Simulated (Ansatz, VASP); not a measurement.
**GaP: programs and potentials compared**

The starting cell:

```xyz
2
Lattice="0.0000 2.7252 2.7252 2.7252 0.0000 2.7252 2.7252 2.7252 0.0000" Properties=species:S:1:pos:R:3 pbc="T T T"
Ga    0.0000    0.0000    0.0000
P     4.0879    4.0879    4.0879
```

Alike in all runs: task relaxation of cell and atoms; functional PBEsol; k mesh 6 × 6 × 6; occupations fermi-dirac, width 0.05 eV; spin-orbit coupling, no magnetisation; with spin-orbit coupling.

| program and potentials | plane-wave cutoff (eV) | notes | equilibrium volume (Å³/atom) |
| --- | --- | --- | --- |
| Ansatz, Ansatz PAW | 420 | potentials made for PBE, which Ansatz adapts in part | 20.11 |
| VASP, PBE PAW files Ga_d, P, 600 eV | 600 | potentials made for PBE | 20.09 |
| Ansatz, all-electron LAPW, relativistic spinors | - | - | 20.11 |

The equilibrium volume spans 20.09 (VASP, PBE PAW files Ga_d, P, 600 eV) to 20.11 Å³/atom (Ansatz, Ansatz PAW), with all-electron results at 20.11. Relaxations stop with a little pressure left, so the last digit of a volume isn't settled.

Differences between rows come from potentials, basis sets and numerical settings, since the functional is the same but for its coding. Runs on potential files found faulty are left out.
